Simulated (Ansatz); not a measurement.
The elements of this relaxed trial crystal are hidden behind letters.

```
lattice vectors (Å)
   3.0421    0.0000    0.0000
  -1.5210    2.6345    0.0000
   0.0000    0.0000    2.6980
fractional positions
X 0.0000 0.0000 0.0000
Z 0.6667 0.3333 0.5000
```

The calculation used Ansatz 0.2.0, DFT PBE, scalar-relativistic, plane waves, PAW. The final run on the 2-atom cell used 420 eV, a Γ-centred 24×24×20 mesh, 0.10 eV smearing and no spin polarisation.

| Item | Value |
| --- | --- |
| Space group | P-6m2 (No. 187) |
| Conventional cell | a = 3.042 Å, c = 2.698 Å |
| Volume per atom | 10.81 Å³ |
| Density | 4.60 g/cm³ |
| Energy over the elements | −0.15 eV/atom |
| Gap on the 24×24×20 mesh of the 2-atom cell | 0 eV (the bands overlap slightly) |

Energies are uncorrected and count from the elements' standard states at the same level.

Question: X is a d-block element of period 4 and Z is a p-block element of period 2. Which elements are they?

Answer: X = Ti, Z = C, so the formula is TiC, here in the tungsten carbide type. Density times volume gives a mean mass of 4.60 × 10.81/1.6605 = 29.9 u per atom, and this set has 29.9 u. Among the elements that the hints allow, noble gases aside, only these give it. Around Ti lie 6 C at 2.21 Å and 2 Ti at 2.70 Å; C is surrounded by 6 Ti at 2.21 Å.

The zero gap may come from the functional, which often closes small gaps, or the cell may be a true semimetal. Symmetry constrained the relaxation, so the result can be a saddle point. Another cell of TiC relaxed alike, in Fm-3m, lies 0.68 eV/atom lower, so this cell isn't the stable form at this level.
